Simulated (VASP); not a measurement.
## AlN under changes of volume

One of the cells (10.660 Å³/atom); the others are scaled copies at fixed shape and fractional positions:

```
Al N
1.0
     3.13362    0.00000    0.00000
    -1.56681    2.71379    0.00000
     0.00000    0.00000    5.01399
Al N
2 2
Cartesian
  1.5668 0.9046 2.5070
  0.0000 1.8092 0.0000
  1.5668 0.9046 4.4123
  0.0000 1.8092 1.9053
```

```yaml
Program: VASP 6.6.1
Functional: PBEsol
Potentials_or_basis: VASP PAW PBE potentials, release 64 (Al, N)
Cutoff: 520 eV
k_mesh: 10 × 10 × 6
Occupations: fermi-dirac, width 0.05 eV
Spin: no spin polarisation
```

```tsv
volume (Å³/atom)	energy over the lowest point (meV/atom)	pressure (GPa)	gap on the mesh (eV)	largest force (eV/Å)
9.824	25.50	14.4	4.70	0.183
10.033	10.01	9.2	4.51	0.165
10.242	0.99	4.5	4.33	0.148
10.660	0.00	-3.6	3.98	0.117
10.869	?	?	?	?
11.078	18.33	-10.3	3.65	0.091
```

Question: What does the run at 10.869 Å³/atom give?

Answer: Energy over the lowest point 6.98 meV/atom; pressure -7.2 GPa; gap on the mesh 3.81 eV; largest force 0.104 eV/Å.

Worked out: A Birch-Murnaghan fit of order 3 (a polynomial in V^(-2/3)) to the other rows has its minimum at 10.47 Å³/atom with B0 = V·E''(V) = 202 GPa and B' = 3.9 at fixed shape and positions, which overstates the stiffness. It gives 6.98 meV/atom at 10.869 Å³/atom, against the run's 6.98, and -dE/dV = -7.1 GPa, against -7.2. A straight line through the other rows of the gap, of slope -8.73 eV per unit of ln V (its deformation potential), gives 3.81 eV, against the run's 3.81.

Energies are extrapolated to zero smearing.

Caveats: the PAW data sets were made with another functional, which shifts forces and pressure a little.

A mesh can miss the band edges.
